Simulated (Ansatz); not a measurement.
ZnGeP₂: reading a single point

```
Ge Zn P
1.0
     0.00000    5.43211    0.00000
     5.43211    0.00000    0.00000
     2.71605    2.71605   -5.35251
Ge Zn P
2 2 4
Direct
  0.50000 0.50000 0.00000
  0.25000 0.75000 0.50000
  0.00000 0.00000 0.00000
  0.75000 0.25000 0.50000
  0.37500 0.38900 0.75000
  0.61100 0.12500 0.25000
  0.87500 0.86100 0.75000
  0.13900 0.62500 0.25000
```

The numbers come from plane-wave PAW DFT (Ansatz): PBE, no spin polarisation, 420 eV, 5×5×5 Γ-centred k points, fermi-dirac occupations (width 0.1 eV). Nothing was relaxed.

**Formation energy.** -0.22 eV an atom against the elements' usual phases (free molecules for gases, crystals otherwise, with no correction for O₂ or N₂), so it is bound against them; other compounds may still compete. Relaxing would lower it.
**Charges.** Bader charges in e: Zn +0.60, Ge +0.76, P -0.68. In the mean Ge gives up most and P takes most.
**Stress.** The pressure is 3.6 GPa (compression positive), so with the atoms held at these fractions the cell would first expand.
**Band edges.** Within 0.7 eV of the edges, the states project mainly on P p (85 %) below the gap and on P p (38 %), Ge s (18 %) and Ge p (17 %) above it.
**Forces.** The largest is on P5 (and as large on other atoms): 0.76 eV/Å, components (-0.76, 0.00, 0.00). It makes 124° with the line to a nearest neighbour, Ge1 at 2.30 Å.
**Electronic structure.** The gap is 1.32 eV, indirect (the least direct gap found is 1.48 eV). A semilocal functional usually gives too small a gap.

Origin: a database entry at a rescaled volume.
